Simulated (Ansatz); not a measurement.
# Zn2GeN3: from a guess to a relaxed structure, part 2 of 2

Where does this trial cell of Zn2GeN3 go when cell and atoms are let free?

Ansatz 0.2.0; DFT PBE, scalar-relativistic, plane waves, PAW. The steps go on from the part before.

## Step 4: Relaxation on the finer mesh

The end of the coarse run is made exact in the group found at a tolerance of 0.06 Å and reduced to its primitive cell.

Input file input.yaml:

```yaml
crystal:
  lattice:
    - [4.2242133067, 0.0, 0.0]
    - [-2.1121066534, 3.6582760346, 0.0]
    - [0.0, 0.0, 7.4324313023]
  atoms:
    - { symbol: Zn, position: [0.0, 0.0, 0.1677169821] }
    - { symbol: Zn, position: [0.0, 0.0, 0.8322830179] }
    - { symbol: Ge, position: [0.0, 0.0, 0.5] }
    - { symbol: "N", position: [0.5, 0.0, 0.5] }
    - { symbol: "N", position: [0.0, 0.5, 0.5] }
    - { symbol: "N", position: [0.5, 0.5, 0.5] }
basis:
  ecutwfc: 420
kpoints:
  mp_grid: { grid: [12, 12, 6] }
hamiltonian:
  xc: pbe
scf:
  occupations: { method: gaussian, width: 0.1 }
output:
  forces: true
  stress: true
  eigenvalues: true
  write_density: true
  write_potential: true
  elf: true
  volumetric_format: npy
relax:
  adjacent_minimum: "off"
  f_tol: 0.01
  max_steps: 80
  cell: { stress_tol: 0.05 }
```

The run is started by

```console
> ansatz run input.yaml --threads 1 --pin off --max-ram 2560MiB --backend cpu --events-out ev --progress --plain --runs-dir out
```

Standard output:

```text
Warning: RAYON_NUM_THREADS=1 ignored (pool sized by the plan → 1); use --threads N
[... 10 set-up lines as earlier in the session ...]
Crystal: 6 atoms, lattice volume = 114.856 Å³
Basis set: ecut = 420 eV, 2275 PW (Γ), exchange–correlation on 60×60×100 points (8 copies of the dense FFT grid, shifted against one another)
Bands: 33, of which v1, the nominal top of the filled ones, is band 27 counted from 1 (26 counted from 0)
[... 1 set-up line as earlier in the session ...]
Space group: P6/mmm (ITA 191), of the structure as read, at distance tolerance 4.9e-5 Å
k-points: 76 of 864
[... 10 set-up lines as earlier in the session ...]
SCF iter   1: F=—  HF=-12072.924465 eV  |F-HF|=—  |Δ(HF+E_count)|=         —  Δρ=1.11e-2  dr2=2.54e-1  ethr=1.77e-3  ⟨swp⟩=5.6  Hψ=10674  notcnv=0
preconditioner: auto → LDOS  [metal: Δε(μ)=0.004 eV  Ē_g=12.312 eV  σ=0.100 eV  W_gap=0.02  n_scr=22 (ndim 8)  ℏωp=25.2 eV  f_vac=0.198  D(μ)=3.82/eV (n_scr^D=34)  β→1.0]
SCF iter   2: F=—  HF=-12072.891628 eV  |F-HF|=—  |Δ(HF+E_count)|=   3.28e-2  Δρ=5.39e-3  dr2=1.80e-2  ethr=4.80e-4  ⟨swp⟩=2.9  Hψ=4970  notcnv=0  defer=91
SCF iter   3: F=—  HF=-12072.892850 eV  |F-HF|=—  |Δ(HF+E_count)|=   1.22e-3  Δρ=3.79e-3  dr2=1.27e-2  ethr=3.39e-5  ⟨swp⟩=2.0  Hψ=4775  notcnv=0  defer=91
SCF iter   4: F=—  HF=-12072.887455 eV  |F-HF|=—  |Δ(HF+E_count)|=   5.40e-3  Δρ=9.89e-4  dr2=1.44e-3  ethr=2.39e-5  ⟨swp⟩=2.0  Hψ=3934  notcnv=0  defer=65
SCF iter   5: F=—  HF=-12072.887088 eV  |F-HF|=—  |Δ(HF+E_count)|=   3.67e-4  Δρ=2.47e-4  dr2=7.02e-5  ethr=2.72e-6  ⟨swp⟩=2.0  Hψ=4027  notcnv=0  defer=65
SCF iter   6: F=—  HF=-12072.886995 eV  |F-HF|=—  |Δ(HF+E_count)|=   9.39e-5  Δρ=3.63e-5  dr2=1.01e-6  ethr=1.32e-7  ⟨swp⟩=2.0  Hψ=4392  notcnv=0  defer=65
SCF iter   7: F=—  HF=-12072.886996 eV  |F-HF|=—  |Δ(HF+E_count)|=   1.88e-6  Δρ=1.12e-5  dr2=1.42e-7  ethr=1.89e-10  ⟨swp⟩=12.6  Hψ=18287  notcnv=0
SCF iter   8: F=-12072.886997 eV  HF=-12072.886997 eV  |F-HF|=2.25e-9  |Δ(HF+E_count)|=   1.04e-7  Δρ=2.74e-6  dr2=6.73e-9  ethr=1.89e-10  ⟨swp⟩=7.4  Hψ=14808  notcnv=0
SCF 1 converged in 8 iterations: F = -12072.886997 eV  dr2 = 6.73e-9
relax step   1: F+E_penalty+E_count = -12072.88699660 eV  Δ(F+E_penalty+E_count) = +0.000e0 eV  max|allowed force component| = 5.384e-3 eV/Å  Δτ_max = 0.0000 Å  P = +0.043 GPa  Ω = 114.856 Å³  (8 SCF iters, dr2 threshold 1.00e-7 eV, accepted)
Crystal: 6 atoms, lattice volume = 114.917 Å³
[... 2 set-up lines as earlier in the session ...]
iter 1 solved again at ethr=4.39e-9 eV; its pass at ethr=3.10e-3 eV (dr2=2.33e-6 eV) is discarded
SCF iter   1: F=—  HF=-12072.886981 eV  |F-HF|=—  |Δ(HF+E_count)|=         —  Δρ=4.09e-5  dr2=2.54e-6  ethr=4.39e-9  ⟨swp⟩=2.2  Hψ=11372  notcnv=0
preconditioner: auto → LDOS  [metal: Δε(μ)=0.012 eV  Ē_g=12.212 eV  σ=0.100 eV  W_gap=0.07  n_scr=22 (ndim 8)  ℏωp=25.2 eV  f_vac=0.204  D(μ)=3.83/eV (n_scr^D=34)  β→1.0]
SCF iter   2: F=—  HF=-12072.886907 eV  |F-HF|=—  |Δ(HF+E_count)|=   7.41e-5  Δρ=2.23e-5  dr2=5.53e-7  ethr=4.39e-9  ⟨swp⟩=2.0  Hψ=3947  notcnv=0
SCF iter   3: F=—  HF=-12072.886907 eV  |F-HF|=—  |Δ(HF+E_count)|=   8.27e-8  Δρ=1.88e-5  dr2=2.94e-7  ethr=1.04e-9  ⟨swp⟩=2.0  Hψ=3875  notcnv=0
SCF iter   4: F=—  HF=-12072.886907 eV  |F-HF|=—  |Δ(HF+E_count)|=   1.18e-7  Δρ=4.62e-6  dr2=3.66e-8  ethr=5.55e-10  ⟨swp⟩=2.0  Hψ=3420  notcnv=0
SCF iter   5: F=-12072.886907 eV  HF=-12072.886907 eV  |F-HF|=3.53e-9  |Δ(HF+E_count)|=   9.17e-9  Δρ=1.62e-6  dr2=3.12e-9  ethr=3.51e-11  ⟨swp⟩=7.2  Hψ=13905  notcnv=0
SCF 2 converged in 5 iterations: F = -12072.886907 eV  dr2 = 3.12e-9
relax step   2: F+E_penalty+E_count = -12072.88690715 eV  Δ(F+E_penalty+E_count) = +8.945e-5 eV  max|allowed force component| = 1.219e-3 eV/Å  Δτ_max = 0.0002 Å  P = +0.017 GPa  Ω = 114.917 Å³  energy of the carried Pulay correction = -1.123e-4 eV  (5 SCF iters, dr2 threshold 1.86e-8 eV, accepted)
Initial wavefunctions: pseudopotential atomic-orbital guess (no wavefunctions were taken with the density)
iter 1 solved again at ethr=4.89e-7 eV; its pass at ethr=3.10e-3 eV (dr2=2.59e-4 eV) is discarded
SCF iter   1: F=—  HF=-12072.887089 eV  |F-HF|=—  |Δ(HF+E_count)|=         —  Δρ=3.74e-6  dr2=7.55e-9  ethr=4.89e-7  ⟨swp⟩=2.5  Hψ=15950  notcnv=0
eigensolver tolerance schedule: the retry pair's looser diagonalisation over-reported the residual by 34291.52 of it (diagonalisation noise at an unbounded share of the residual, at the tolerance the schedule requests for it); recorded, not acted on — ethr = c·dr2/N_el stays at c = 1.0e-1
SCF iter   2: F=—  HF=-12072.887017 eV  |F-HF|=—  |Δ(HF+E_count)|=   7.24e-5  Δρ=2.56e-6  dr2=3.91e-9  ethr=1.43e-11  ⟨swp⟩=3.0  Hψ=5860  notcnv=0
SCF iter   3: F=—  HF=-12072.887017 eV  |F-HF|=—  |Δ(HF+E_count)|=   1.08e-9  Δρ=1.16e-6  dr2=7.35e-10  ethr=7.37e-12  ⟨swp⟩=2.0  Hψ=4427  notcnv=0
SCF iter   4: F=—  HF=-12072.887017 eV  |F-HF|=—  |Δ(HF+E_count)|=  1.64e-10  Δρ=3.49e-7  dr2=9.96e-11  ethr=1.39e-12  ⟨swp⟩=2.0  Hψ=3671  notcnv=0
SCF iter   5: F=-12072.887017 eV  HF=-12072.887017 eV  |F-HF|=9.09e-12  |Δ(HF+E_count)|=  3.64e-11  Δρ=1.25e-7  dr2=7.72e-12  ethr=1.00e-12  ⟨swp⟩=5.7  Hψ=11271  notcnv=0
SCF 3 converged in 5 iterations: F = -12072.887017 eV  dr2 = 7.72e-12
relax step   3: F+E_penalty+E_count = -12072.88701661 eV  Δ(F+E_penalty+E_count) = -1.095e-4 eV  max|allowed force component| = 1.197e-3 eV/Å  Δτ_max = 0.0000 Å  P = +0.018 GPa  Ω = 114.917 Å³  stress off target by 5.12e-2 GPa  SCF on the basis re-selected at this cell (its energy is not comparable with the rows above)  (5 SCF iters)
basis re-selected at this cell: Δ(F+E_penalty+E_count) = -1.095e-4 eV, ΔP = +0.001 GPa vs the last step (what re-selecting the basis moved, of the pressure what is left beyond the Pulay correction that the steps carried, after the strain that the cell walked since its last selection, with what the two solves' SCF thresholds leave and, on support functions, any second-order correction that the steps lacked; it is no measure of the basis error at this ecutwfc). This SCF's stress stands 5.12e-2 GPa from its target on what of the cell is left free (relax.cell.stress_tol is 5.00e-2 GPa) and its largest allowed force component is 1.20e-3 eV/Å (relax.f_tol is 1.00e-2 eV/Å): not within both, so this SCF does not close the relaxation
Crystal: 6 atoms, lattice volume = 114.994 Å³
iter 1 solved again at ethr=1.12e-8 eV; its pass at ethr=3.10e-3 eV (dr2=5.92e-6 eV) is discarded
SCF iter   1: F=—  HF=-12072.886960 eV  |F-HF|=—  |Δ(HF+E_count)|=         —  Δρ=6.13e-5  dr2=6.27e-6  ethr=1.12e-8  ⟨swp⟩=2.2  Hψ=11437  notcnv=0
preconditioner: auto → LDOS  [metal: Δε(μ)=0.011 eV  Ē_g=12.210 eV  σ=0.100 eV  W_gap=0.06  n_scr=22 (ndim 8)  ℏωp=25.2 eV  f_vac=0.204  D(μ)=3.84/eV (n_scr^D=34)  β→1.0]
SCF iter   2: F=—  HF=-12072.886882 eV  |F-HF|=—  |Δ(HF+E_count)|=   7.81e-5  Δρ=4.12e-5  dr2=1.12e-6  ethr=1.12e-8  ⟨swp⟩=2.0  Hψ=3910  notcnv=0
SCF iter   3: F=—  HF=-12072.886882 eV  |F-HF|=—  |Δ(HF+E_count)|=   8.91e-8  Δρ=4.14e-5  dr2=1.21e-6  ethr=2.12e-9  ⟨swp⟩=2.0  Hψ=3862  notcnv=0
SCF iter   4: F=—  HF=-12072.886882 eV  |F-HF|=—  |Δ(HF+E_count)|=   5.10e-7  Δρ=1.77e-5  dr2=2.23e-7  ethr=2.12e-9  ⟨swp⟩=2.0  Hψ=3313  notcnv=0
SCF iter   5: F=—  HF=-12072.886881 eV  |F-HF|=—  |Δ(HF+E_count)|=   1.08e-7  Δρ=3.81e-6  dr2=1.08e-8  ethr=4.21e-10  ⟨swp⟩=2.0  Hψ=3496  notcnv=0
SCF iter   6: F=-12072.886881 eV  HF=-12072.886881 eV  |F-HF|=1.60e-10  |Δ(HF+E_count)|=   5.12e-9  Δρ=3.84e-7  dr2=1.03e-10  ethr=1.24e-11  ⟨swp⟩=7.0  Hψ=13543  notcnv=0
SCF 4 converged in 6 iterations: F = -12072.886881 eV  dr2 = 1.03e-10
relax step   4: F+E_penalty+E_count = -12072.88688148 eV  Δ(F+E_penalty+E_count) = +1.351e-4 eV  max|allowed force component| = 2.139e-3 eV/Å  Δτ_max = 0.0002 Å  P = -0.010 GPa  Ω = 114.994 Å³  energy of the carried Pulay correction = -1.470e-4 eV  (6 SCF iters, dr2 threshold 6.56e-9 eV, accepted)
iter 1 solved again at ethr=4.89e-7 eV; its pass at ethr=3.10e-3 eV (dr2=2.59e-4 eV) is discarded
SCF iter   1: F=—  HF=-12072.887122 eV  |F-HF|=—  |Δ(HF+E_count)|=         —  Δρ=4.64e-6  dr2=4.19e-9  ethr=4.89e-7  ⟨swp⟩=2.5  Hψ=15960  notcnv=0
eigensolver tolerance schedule: the retry pair's looser diagonalisation over-reported the residual by 61937.73 of it (diagonalisation noise at an unbounded share of the residual, at the tolerance the schedule requests for it); recorded, not acted on — ethr = c·dr2/N_el stays at c = 1.0e-1
SCF iter   2: F=—  HF=-12072.887045 eV  |F-HF|=—  |Δ(HF+E_count)|=   7.72e-5  Δρ=2.50e-6  dr2=2.88e-9  ethr=7.90e-12  ⟨swp⟩=3.1  Hψ=6081  notcnv=0
SCF iter   3: F=—  HF=-12072.887045 eV  |F-HF|=—  |Δ(HF+E_count)|=  5.60e-10  Δρ=1.08e-6  dr2=1.06e-9  ethr=5.43e-12  ⟨swp⟩=2.0  Hψ=4524  notcnv=0
SCF iter   4: F=—  HF=-12072.887045 eV  |F-HF|=—  |Δ(HF+E_count)|=  2.87e-10  Δρ=4.21e-7  dr2=1.09e-10  ethr=1.99e-12  ⟨swp⟩=2.0  Hψ=3685  notcnv=0
SCF iter   5: F=-12072.887045 eV  HF=-12072.887045 eV  |F-HF|=2.91e-11  |Δ(HF+E_count)|=  2.91e-11  Δρ=1.46e-7  dr2=1.74e-11  ethr=1.00e-12  ⟨swp⟩=6.0  Hψ=11626  notcnv=0
SCF 5 converged in 5 iterations: F = -12072.887045 eV  dr2 = 1.74e-11
relax step   5: F+E_penalty+E_count = -12072.88704499 eV  Δ(F+E_penalty+E_count) = -1.635e-4 eV  max|allowed force component| = 2.139e-3 eV/Å  Δτ_max = 0.0000 Å  P = -0.009 GPa  Ω = 114.994 Å³  stress off target by 1.53e-2 GPa  SCF on the basis re-selected at this cell (its energy is not comparable with the rows above)  (5 SCF iters)
basis re-selected at this cell: Δ(F+E_penalty+E_count) = -1.635e-4 eV, ΔP = +0.001 GPa vs the last step (what re-selecting the basis moved, of the pressure what is left beyond the Pulay correction that the steps carried, after the strain that the cell walked since its last selection, with what the two solves' SCF thresholds leave and, on support functions, any second-order correction that the steps lacked; it is no measure of the basis error at this ecutwfc). This SCF's stress stands 1.53e-2 GPa from its target on what of the cell is left free (relax.cell.stress_tol is 5.00e-2 GPa) and its largest allowed force component is 2.14e-3 eV/Å (relax.f_tol is 1.00e-2 eV/Å): within both
SCF converged after 5 iterations
Free energy (F): -12072.887045 eV
Harris-Foulkes:  -12072.887045 eV  (|F-HF|=2.91e-11)
Internal energy: -12072.867826 eV  (E = F + TS)
E sigma→0 (E₀):  -12072.877436 eV
Entropy (-TS):   -0.019219 eV (-3.203 meV/atom)
Fermi energy:    4.692482 eV
--- Per-component energies (eV) ---
  E_band       = -282.165167
  E_kinetic    = 737.459675
  E_local      = -8389.233366  (includes V_loc(G=0)·N_el)
  E_nonlocal   = 1786.208780
  E_hartree    = 3561.306339
  E_xc         = -521.215762
  E_vxc        = -385.073814  (∫ρ·V_xc dr)
  E_paw        = -6050.119975  (= ΣΔE_a)
  E_vpaw       = -1154.138869  (= ΣTr[D̂ρ^β])
  E_aug_tail   = -0.000302  (compensation charges beyond the density's cutoff)
  E_ewald      = -3197.273216
  E_smearing   = -0.019219  (= −TS)
  E_closure    = -0.000000  (closes the sum)
  Σ components = -12072.887045   (vs F -12072.887045, Δ=0.00e0)
--- Forces (eV/Å), atoms counted from 1 ---
  atom   1  Zn     0.00000000     0.00000000    -0.00213851
  atom   2  Zn     0.00000000     0.00000000     0.00213851
  atom   3  Ge    -0.00000000     0.00000000     0.00000000
  atom   4  N     -0.00000000     0.00000000     0.00000000
  atom   5  N      0.00000000     0.00000000     0.00000000
  atom   6  N     -0.00000000     0.00000000     0.00000000
  max |Σ_I F_I| component: 2.63e-30 eV/Å
--- Stress (GPa, compression-positive) ---
       -0.015318      -0.000000       0.000000
       -0.000000      -0.015318       0.000000
        0.000000       0.000000       0.004823
  P = ⅓ Tr σ = -0.0086 GPa (-0.086 kbar)
--- Band table (eV; the first three rows and the last of 76) ---
  k-point 0: bands = ["-20.0243", "-20.0158", "-20.0158", "-19.9461", "-19.9461", "-12.7937", "-6.5761", "-6.5761", "-2.9913", "-2.6681", "-2.6681", "-2.3753", "-2.3753", "-2.3197", "-2.3197", "-2.3071", "-2.1835", "-2.1835", "-1.9594", "-1.9594", "-1.7340", "-1.1126", "-0.6151", "0.9973", "4.2283", "4.7026", "4.7026", "6.5689", "8.5055", "8.5798", "8.5798", "8.9075", "9.6569"]
  k-point 1: bands = ["-20.0243", "-20.0158", "-20.0158", "-19.9461", "-19.9461", "-12.7935", "-6.5761", "-6.5761", "-2.9955", "-2.6473", "-2.6473", "-2.3768", "-2.3768", "-2.3192", "-2.3182", "-2.3182", "-2.2493", "-2.2493", "-1.9132", "-1.9132", "-1.7339", "-1.2228", "-0.4579", "1.0230", "4.2525", "4.7025", "4.7025", "6.5694", "7.4376", "8.5825", "8.5825", "9.5495", "9.5495"]
  k-point 2: bands = ["-20.0242", "-20.0158", "-20.0158", "-19.9461", "-19.9461", "-12.7930", "-6.5760", "-6.5760", "-3.0045", "-2.5874", "-2.5874", "-2.3796", "-2.3796", "-2.3684", "-2.3684", "-2.3416", "-2.3155", "-2.3155", "-1.8518", "-1.8518", "-1.7338", "-1.3575", "-0.2317", "1.0825", "4.3204", "4.7023", "4.7023", "6.5260", "6.5696", "8.5885", "8.5885", "9.3781", "9.3781"]
  k-point 75: bands = ["-20.0084", "-20.0084", "-20.0078", "-19.9483", "-19.9483", "-10.3853", "-10.3853", "-8.7844", "-2.9431", "-2.8966", "-2.5468", "-2.5468", "-2.3642", "-2.3642", "-2.3041", "-2.3041", "-2.1915", "-2.1915", "-1.8137", "0.5829", "0.9675", "0.9675", "2.1818", "2.1818", "3.3160", "4.2905", "4.9725", "4.9725", "6.1815", "6.3614", "6.3614", "7.0766", "8.3560"]
--- Relaxed structure (3 steps of the walk, 3 accepted, 2 SCFs on fresh bases) ---
  F+E_penalty+E_count = -12072.88704499 eV   max|allowed force component| = 2.139e-3 eV/Å   (the final SCF, on the basis selected at the relaxed cell)
  cell:  # Å, volume = 114.9944 Å³
    - [4.224486448566099, 2.886937174839826e-11, 0.0]
    - [-2.112243224308051, 3.6585125823869094, 0.0]
    - [0.0, 0.0, 7.44043569978012]
  atoms:
    - { symbol: Zn, position: [5.7352799298741216e-37, -5.0269459965125914e-36, 0.16770854960793488] }
    - { symbol: Zn, position: [-1.8717284701163015e-35, -9.414098866040131e-36, 0.8322914503920651] }
    - { symbol: Ge, position: [2.4929073734874557e-36, -1.1881872355579417e-36, 0.49999999999999994] }
    - { symbol: N, position: [0.5, 0.0, 0.49999999999999994] }
    - { symbol: N, position: [5.551115123125783e-17, 0.5, 0.49999999999999994] }
    - { symbol: N, position: [0.5, 0.5, 0.49999999999999994] }
```

Wall time 46 s (1 thread of Intel Xeon 6975P-C (Granite Rapids), shared host); peak memory 0.58 GiB.

The steps of the relaxation:

```csv
step,energy from step 1 (eV/cell),largest force component (eV/Å),pressure (GPa),volume (Å³)
1,0.0000,0.0054,0.04,114.86
2,0.0001,0.0012,0.02,114.92
3,0.0000,0.0012,0.02,114.92
4,0.0001,0.0021,-0.01,114.99
5,0.0000,0.0021,-0.01,114.99
```

Step 1 is the start. Steps 3, 5 each repeat the geometry before them on a plane-wave basis chosen anew, so the energy can jump there without any move.

|  | before | after | change |
| --- | --- | --- | --- |
| a (Å) | 4.224 | 4.224 | 0.0 % |
| b (Å) | 4.224 | 4.224 | 0.0 % |
| c (Å) | 7.432 | 7.440 | +0.1 % |
| volume (Å³/atom) | 19.14 | 19.17 | +0.1 % |
| shortest distance (Å) | 2.112 | 2.112 | 0.0 % |
| space group (0.01 Å) | P6/mmm | P6/mmm | same |

Forces and stress were held to the start's 24 operations: a distortion of lower symmetry was not tested.

Density in a lattice plane of the grid's cell (edges 4.22 and 7.44 Å, at 1.000 of the third edge), which holds Zn and Ge and N.

Values in e/Å³, 12 rows by 6 columns:
```
 2.03  0.42  0.05  0.02  0.05  0.42
41.71  1.28  0.07  0.03  0.07  1.28
 2.39  0.43  0.06  0.02  0.06  0.43
 0.40  0.20  0.10  0.13  0.10  0.20
 2.12  0.45  0.47  1.55  0.47  0.45
56.88  1.39  1.18  3.58  1.18  1.39
 2.12  0.45  0.47  1.55  0.47  0.45
 0.40  0.20  0.10  0.13  0.10  0.20
 2.39  0.43  0.06  0.02  0.06  0.43
41.71  1.28  0.07  0.03  0.07  1.28
 2.03  0.42  0.05  0.02  0.05  0.42
 0.37  0.18  0.04  0.01  0.04  0.18
```
Columns run along the first of these edges and rows up along the second, over one cell in 6 and 12 even steps from the bottom left corner. Atoms in the plane (fractional): Zn at (0.00, 0.17), Zn at (1.00, 0.83), Ge at (0.00, 0.50), N at (0.50, 0.50).

ELF in the same plane.

Ten even steps from '0' (0.00) to '9' (0.90):
```
23333200023333
00222200022220
00122200022210
00122100012210
11221000001221
33321112111233
66531367631356
44333799973334
01235898985321
30235850585320
01235898985321
44333799973334
66531367631356
33321112111233
11221000001221
00122100012210
00122200022210
00222200022220
23333200023333
55554200024555
```
Columns run along the first of these edges and rows up along the second, over one cell in 14 and 20 even steps from the bottom left corner. Atoms in the plane (fractional): Zn at (0.00, 0.17), Zn at (1.00, 0.83), Ge at (0.00, 0.50), N at (0.50, 0.50).

Both are smooth fields of the valence electrons: close to the nuclei they are not physical.

Outside the cores ELF peaks at 0.90 beside N, off the lines to its neighbours, 0.6 Å from N; 0.61 on the Ge–Zn line, 1.2 Å from Ge; 0.51 between the atoms, 1.4 Å from Zn.

## Step 5: Changing settings: occupations.method methfessel_paxton, occupations.width 0.001, chi_scale 0.3

Input file input.yaml:

```yaml
crystal:
  lattice:
    - [4.2244864486, 0.0, 0.0]
    - [-2.1122432243, 3.6585125824, 0.0]
    - [0.0, 0.0, 7.4404356998]
  atoms:
    - { symbol: Zn, position: [0.0, 0.0, 0.1677085496] }
    - { symbol: Zn, position: [0.0, 0.0, 0.8322914504] }
    - { symbol: Ge, position: [0.0, 0.0, 0.5] }
    - { symbol: "N", position: [0.5, 0.0, 0.5] }
    - { symbol: "N", position: [0.0, 0.5, 0.5] }
    - { symbol: "N", position: [0.5, 0.5, 0.5] }
basis:
  ecutwfc: 420
kpoints:
  mp_grid: { grid: [12, 12, 6] }
hamiltonian:
  xc: pbe
scf:
  occupations: { method: methfessel_paxton, width: 0.001 }
  initial_density: { chi_scale: 0.3 }
output:
  forces: true
  eigenvalues: true
  stress: true
```

The run is started by

```console
> ansatz run input.yaml --threads 1 --pin off --max-ram 2560MiB --backend cpu --events-out ev --progress --plain --runs-dir out
```

Standard output, shortened:

```text
Warning: RAYON_NUM_THREADS=1 ignored (pool sized by the plan → 1); use --threads N
[...]
[... 5 set-up lines as earlier in the session ...]
[...]
Crystal: 6 atoms, lattice volume = 114.994 Å³
Basis set: ecut = 420 eV, 2275 PW (Γ), exchange–correlation on 60×60×100 points (8 copies of the dense FFT grid, shifted against one another)
Bands: 33, of which v1, the nominal top of the filled ones, is band 27 counted from 1 (26 counted from 0)
[... 2 set-up lines as earlier in the session ...]
k-points: 76 of 864
[...]
SCF converged after 18 iterations
Stability not checked: this state was not tested for a lower state beside it, because cold or Methfessel-Paxton smearing, or corrected tetrahedra, fill the levels in a way that the test cannot read (fill_not_monotonic; see scf.lower_state_search)
Free energy (F): -12072.875697 eV
[...]
E sigma→0 (E₀):  -12072.875697 eV
Entropy (-TS):   -0.000001 eV (-0.000 meV/atom)
Fermi energy:    4.697188 eV
[...]
--- Forces (eV/Å), atoms counted from 1 ---
  atom   1  Zn     0.00000000     0.00000000     0.00107106
  atom   2  Zn     0.00000000    -0.00000000    -0.00107106
  atom   3  Ge     0.00000000     0.00000000     0.00000000
  atom   4  N      0.00000000     0.00000000     0.00000000
  atom   5  N      0.00000000     0.00000000     0.00000000
  atom   6  N     -0.00000000    -0.00000000     0.00000000
[...]
--- Stress (GPa, compression-positive) ---
       -0.104647      -0.000000      -0.000000
       -0.000000      -0.104647      -0.000000
        0.000000      -0.000000      -0.070602
  P = ⅓ Tr σ = -0.0933 GPa (-0.933 kbar)
--- Band table (eV; the first three rows and the last of 76) ---
[...]
```

It took 19 s on 1 thread of Intel Xeon 6975P-C (Granite Rapids), shared host; peak memory 0.54 GiB.

```tsv
run	ending	energy change	pressure (GPa)	gap (eV)	force (eV/Å)	cycles	time
step 4	converged	0	0.0	0.00	0.00	-	46 s
variant	converged	+0.3 meV/atom (σ→0)	-0.1	0.00	0.00	18	19 s
```

Changing the smearing and start hardly moves the energy: +0.3 meV/atom.

## Step 6: What came out

This closing draws on all 2 parts. Changes of volume or cell count from the first structure of part 1.

```
                                                              quantity                                                                       value
                                symmetry at the end (tolerance 0.05 Å)                                                space group P6/mmm (No. 191)
                                                     conventional cell  a = 4.224 Å, b = 4.224 Å, c = 7.440 Å, α = 90.00°, β = 90.00°, γ = 120.00°
                                                                volume                                                               19.17 Å³/atom
energy over the elements (uncorrected; H, N, O, F and Cl as molecules)                                                               +2.03 eV/atom
                                                       gap on the mesh                                                                none (metal)
```

The space group P6/mmm (No. 191) is kept, and the volume per atom grows by 28.8 % from the first guess. With a positive formation energy it can't be a ground state. No finished test with a distortion of lower symmetry is shown, so the end may be a saddle point. Spin polarisation is off in the runs that give these values; a magnetic solution could lie lower.
